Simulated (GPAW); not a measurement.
Runs of GPAW 26.7.0 on CoO. Symmetry: Fm-3m, No. 225, cubic system. Conventional cell: a = 4.263 Å, b = 4.263 Å, c = 4.263 Å, α = 90.00°, β = 90.00°, γ = 90.00°. Co (site symmetry m-3m) is surrounded by 6 O at 2.13 Å. Around O (site symmetry m-3m) lie 6 Co at 2.13 Å. 

```csv
task,level,potentials or basis,cell,smearing,eigensolver,optimizer,fmax,max steps,convergence,gap on the mesh (eV),pressure (GPa),moment (μB)
single point,PBE,"GPAW PAW data sets (gpaw-data 1.2.1), pw",as given,gaussian 0.017 eV,-,-,-,-,-,none,-1.0,2.99
single point,PBE,"GPAW PAW data sets (gpaw-data 1.2.1), pw",as given,gaussian 0.014 eV,-,-,-,-,-,none,-1.0,2.99
single point,PBE,"GPAW PAW data sets (gpaw-data 1.2.1), pw",as given,gaussian 0.015 eV,-,-,-,-,-,none,-1.0,2.99
single point,PBE,"GPAW PAW data sets (gpaw-data 1.2.1), pw",as given,gaussian 0.019 eV,-,-,-,-,-,none,(a),2.99
relaxation of cell and atoms,BLYP,"PAW data sets generated in the run's folder for this functional, pw",relaxed,fermi-dirac 0.05 eV,davidson,BFGS,0.05 eV/Å,60,density=1e-05 forces=0.0001,none,0.1,2.89
```

Alike in all rows: spin collinear, ferromagnetic start; k mesh 11 × 11 × 11; cutoff (eV) 800.

**Question.** Estimate the missing entries.

**Answer.** (a) -1.1.

Caveats: a cell with one magnetic atom can't hold antiferromagnetic order, which such compounds often take; semilocal functionals often make such compounds metallic where correlation or magnetic order opens a gap, which also shifts bond lengths; each step starts from the last one's moments, so a moment once lost doesn't come back (some runs); later steps reuse the first step's grids (some runs).

A gap of «none» marks a metal or a gap under the smearing width.
